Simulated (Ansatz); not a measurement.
**⁹¹Zr NMR of the central transition in ZrO₂ at a changed volume**

Cell: a refined structure from the COD, relaxed with PBE at fixed cell and then changed (volume scaled by 0.96, ions relaxed).

Space group P4_2/nmc:1 (No. 137); a = 3.5475, c = 5.1070 Å.

```
site  Wyckoff  site symmetry       x       y       z
  Zr       2a           -4m2  0.0000  0.0000  0.0000
   O       4d           2mm.  0.0000  0.5000  0.2088
```

One atom of each set is listed.

All values are calculated (Ansatz; DFT, PBE, plane waves and PAW, scalar-relativistic, 420 eV cutoff, Γ-centred 8×8×6 k-points, Fermi–Dirac smearing 0.02 eV), not measured.

⁹¹Zr has I = 5/2 and Q = -176.0 mb (Pyykkö 2018); at 21.1 T its Larmor frequency is ν₀ = 83.9 MHz. Only the quadrupole interaction is simulated: positions count from each site's isotropic chemical shift, and J coupling is left out, as are shift anisotropy and dipolar coupling, which fast spinning averages.

(1) What does the ⁹¹Zr spectrum (fast magic-angle spinning) show for each site?

Answers

(1) 

```
site         first shell  C_Q (MHz)     η  P_Q (MHz)  δ_QIS (ppm)  breadth (kHz)
  Zr  8 O at 2.07–2.31 Å      -15.7  0.00       15.7         -211           37.9
```

δ_QIS = −(ν_Q²/30ν₀²)[I(I+1) − 3/4](1 + η²/3) × 10⁶ ppm with ν_Q = 3|C_Q|/[2I(2I−1)]; it falls as 1/B₀² in ppm, and the breadth as 1/B₀ in kHz.

The broadest static pattern spans 92 kHz. The table holds for spinning faster than that; slower spinning leaves sidebands.

An axis of threefold or higher order runs through Zr, so V_zz lies along it and η is zero.

Without spin–orbit coupling (the program notes it for Zr) the gradients are little affected as a rule: paired runs on crystals with a gap mostly move them by under 2 % at such atoms. At this changed cell the PBE pressure is 15 GPa.
